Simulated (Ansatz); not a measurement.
Bulk crystal (ScAl₃) after relaxation:

```xyz
4
Lattice="4.0855 0.0000 0.0000 0.0000 4.0855 0.0000 0.0000 0.0000 4.0855" Properties=species:S:1:pos:R:3 pbc="T T T"
Sc    0.0000    0.0000    0.0000
Al    2.0428    0.0000    2.0428
Al    0.0000    2.0428    2.0428
Al    2.0428    2.0428    0.0000
```

Miller indices refer to the conventional cell of Pm-3m (No. 221), a = 4.086 Å, b = 4.086 Å, c = 4.086 Å, α = 90.00°, β = 90.00°, γ = 90.00°.

Consider the (100) slab of 5 planes, 8.2 Å thick with 15 Å of vacuum as cut; outer planes ScAl (top) and ScAl (bottom), all atoms relaxed.

Level of theory: Ansatz 0.2.0, DFT r2SCAN, scalar-relativistic, plane waves, PAW. Settings: cutoff 500 eV, Γ-centred mesh 9×9×1 on the computed 10-atom cell, Gaussian smearing of 0.10 eV; no spin polarisation. The cell repeats along c with a dipole correction in the vacuum.

The slab isn't stoichiometric (Sc3Al7), so its surface energy depends on the chemical potentials and isn't given.

Task: Give the work function.

Result: 3.73 eV.

Task: The top two planes lie 2.043 Å apart in the bulk. How does relaxation change this?

Result: The spacing becomes 1.997 Å (-2.2 %), and the top plane rumples by 0.135 Å.